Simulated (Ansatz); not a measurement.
**Carriers in GaN (P6_3mc)**

```xyz
4
Lattice="3.1826 0.0000 0.0000 -1.5913 2.7562 0.0000 0.0000 0.0000 5.1854" Properties=species:S:1:pos:R:3 pbc="T T T"
Ga    0.0000    1.8375   -0.0042
Ga    1.5913    0.9187    2.5885
N     0.0000    1.8375    1.9487
N     1.5913    0.9187    4.5414
```

Computed, not measured; unless marked otherwise by PBEsol, all-electron LAPW in Ansatz 0.2.0, with spin-orbit coupling. k mesh 8×8×4, fixed occupations, basis error target 1 meV/atom. The cell was relaxed by PAW under this functional.

Extrema are searched on a 10×10×6 mesh and refined by Newton steps; masses come from band slopes 0.005 Å⁻¹ away, 1/m* = (1/ħ²) d²E/dk², negative for holes (the finite step makes the lightest masses up to about 3 % heavy). k is in units of the reciprocal vectors.

Q: Where are the band edges, and is the gap direct?

A: The valence maximum lies at Gamma (0.000, 0.000, 0.000) and the conduction minimum at Gamma (0.000, 0.000, 0.000), so the Kohn-Sham gap of 1.888 eV is direct.

Q: What are the electron masses at the edge?

A: The principal masses are 0.157, 0.174, 0.174 mₑ. One valley has a density-of-states mass (m₁m₂m₃)^(1/3) = 0.168; the direction-averaged conductivity mass 3/Σ(1/mᵢ) is 0.168 mₑ.

Q: What are the hole masses at the edge?

A: The principal masses are 0.34, 0.34, 2.09 mₑ. One valley has a density-of-states mass (m₁m₂m₃)^(1/3) = 0.623; the direction-averaged conductivity mass 3/Σ(1/mᵢ) is 0.472 mₑ. Another band lies 5 meV away, so these masses hold only close to the edge.

Q: What electronic dielectric constant and refractive index follow from the same bands (independent particles)?

A: ε∞ = (5.98, 5.98, 6.15), so n ≈ √ε∞ = 2.46 (mean over directions) well under the gap and the normal reflectivity is ((n − 1)/(n + 1))² = 0.178. With the conductivity mass, a hydrogenic donor screened by ε∞ alone would bind by 13.6 eV × m*/ε∞² = 63 meV; static screening by the ions makes it shallower. Local fields, left out here, lower ε∞ by several per cent.

Q: What gap does PAW give in the same cell?

A: 1.872 eV, -16 meV from the LAPW value.

Q: What does spin-orbit coupling change?

A: The gap goes from 1.891 to 1.888 eV. The valence levels at the maximum lie at 0.000, -0.005, -0.048 eV (pairs).

Keep in mind: semilocal gaps are low, and what follows the gap (onsets, screening, light masses) shifts with it; the frozen-core PAW files of the compared runs were fitted under PBE, their cores solved anew for this functional.
